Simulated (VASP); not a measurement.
Write the native input for VASP 6.6.1 that does the following.

* Task: single point
* Functional: PBE
* Potentials or basis: VASP PAW PBE potentials, release 64 (Zn, S)
* Cutoff: 520 eV
* k mesh: 6 × 6 × 6
* Occupations: gaussian, width 0.03 eV
* Spin: no spin polarisation
* Further INCAR settings: ALGO = Normal; EDIFF = 1e-07; NBANDS = 16

The structure of ZnS lies in POSCAR:

```
ZnS
1.0
    0.0000000000      2.7020000000      2.7020000000
    2.7020000000      0.0000000000      2.7020000000
    2.7020000000      2.7020000000      0.0000000000
Zn S
1 1
Direct
    0.2500000000      0.2500000000      0.2500000000
    0.0000000000      0.0000000000      0.0000000000
```

These files were run (other wordings do the same):

INCAR

```
SYSTEM = ZnS
ALGO = Normal
EDIFF = 1E-7
ENCUT = 520
GGA = PE
ISIF = 2
ISMEAR = 0
KPAR = 4
LASPH = .True.
LCHARG = .False.
LREAL = .False.
LWAVE = .False.
NBANDS = 16
NELM = 80
PREC = Accurate
SIGMA = 0.03
```

KPOINTS

```
k-points
0
Gamma
  6 6 6
  0 0 0
```

Potentials or basis: VASP PAW PBE potentials, release 64 (Zn, S).

The run is started by

```console
$ cat potpaw_PBE.64/Zn/POTCAR potpaw_PBE.64/S/POTCAR > POTCAR
$ mpirun -np 4 vasp_std > vasp.out
```

It gave:

| Quantity | Value |
| --- | --- |
| Pressure | 1.8 GPa |
| Band gap on the k mesh | 2.11 eV, direct |

Run time: 4.6 s on 4 MPI ranks on Intel(R) Xeon(R) Platinum 8259CL CPU @ 2.50GHz (Skylake/Cascade Lake), on a shared host, peak memory 0.14 GiB a rank.
